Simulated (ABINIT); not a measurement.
A run of ABINIT 10.8.3 (patched build):

File run.abi:

```
# Datasets: ground state, then fixed potential
ndtset 2

# Pseudopotentials
pp_dirpath "./"
pseudos "Se.GGA_PBE-JTH.xml, Zn.GGA_PBE-JTH.xml"

# Structure
acell 7.5732633804 7.5732633804 7.5732633804
rprim
     0.0000000000     0.7071067812     0.7071067812
     0.7071067812     0.0000000000     0.7071067812
     0.7071067812     0.7071067812     0.0000000000
ntypat 2
znucl 34 30
natom 2
typat 1 2
xred
     0.7500000000     0.7500000000     0.7500000000
     0.0000000000     0.0000000000     0.0000000000

# Plane-wave basis
ecut 20.0
pawecutdg 40.0

# Exchange and correlation
ixc -120135

# Bands and occupations
occopt 3
tsmear 0.05 eV

# SCF cycle
nstep 100

# Output
iomode 3
prtwf 0
prteig 0
prtebands 0
enunit 2
prtden1 1

# Dataset 1
kptopt1 1
ngkpt1 8 8 8
nshiftk1 1
shiftk1 0.0 0.0 0.0
nband1 13
tolvrs1 1.0e-9

# Dataset 2: bands along G-X-W-K-G-L-U-W-L-K
iscf2 -2
getden2 1
nband2 17
nbdbuf2 2
tolwfr2 1.0e-12
kptopt2 -9
ndivsm2 6
prteig2 1
kptbounds2
     0.0000000000     0.0000000000     0.0000000000
     0.5000000000     0.0000000000     0.5000000000
     0.5000000000     0.2500000000     0.7500000000
     0.3750000000     0.3750000000     0.7500000000
     0.0000000000     0.0000000000     0.0000000000
     0.5000000000     0.5000000000     0.5000000000
     0.6250000000     0.2500000000     0.6250000000
     0.5000000000     0.2500000000     0.7500000000
     0.5000000000     0.5000000000     0.5000000000
     0.3750000000     0.3750000000     0.7500000000
```

Potentials or basis: JTH PAW PBE v2.0.

Launch:

```console
$ abinit run.abi > log 2>&1
```

Hardware: 1 thread of Arm Neoverse V1, with other jobs on the host.

How long does it take, and how much memory?

Wall time 110 s on 1 thread of Arm Neoverse V1, on a shared host, peak memory 0.13 GiB. Counts: scf iterations 26, k points 29, bands 13, plane waves 1329.
